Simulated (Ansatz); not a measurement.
GaAs and the effect of the strain (εxx = s, εyy = s)

```
As Ga
1.0
     0.00000    2.82685    2.82685
     2.82685    0.00000    2.82685
     2.82685    2.82685    0.00000
As Ga
1 1
Direct
  0.75000 0.75000 0.75000
  0.00000 0.00000 0.00000
```

Kept alike: task band structure; functional PBEsol; k mesh 7 × 7 × 7; occupations fermi-dirac, width 0.05 eV; no spin polarisation. Program: Ansatz, Ansatz PAW, cutoff 420 eV. The mesh is that of the run's cell of 2 atoms. No spin-orbit coupling.

| run | band gap (eV) | free energy over the lowest row (meV/atom) |
| --- | --- | --- |
| A | 0.570 | 2.81 |
| B | 0.700 | 10.52 |
| C | 0.256 | 1.71 |
| D | 0.440 | 0.00 |

The cell shown is the unstrained one; x, y and z are its Cartesian axes; atoms keep their fractions. Spin-orbit coupling, left out here, moves the band edges of heavy atoms and can close or invert small gaps. Gaps are the smaller of the mesh's and the band path's. All rows use potentials made for PBE.

Q: The runs differ in the strain (εxx = s, εyy = s) alone: -0.02; -0.01; 0; 0.01. Which run is which?

A: Run A is -0.01; run B is -0.02; run C is 0.01; run D is 0. The band gap falls from 0.700 to 0.256 eV between -0.02 and 0.01. That is -0.160 eV for each per cent of strain near s = 0. The free energy is lowest at 0, and 10.52 meV an atom higher at -0.02.
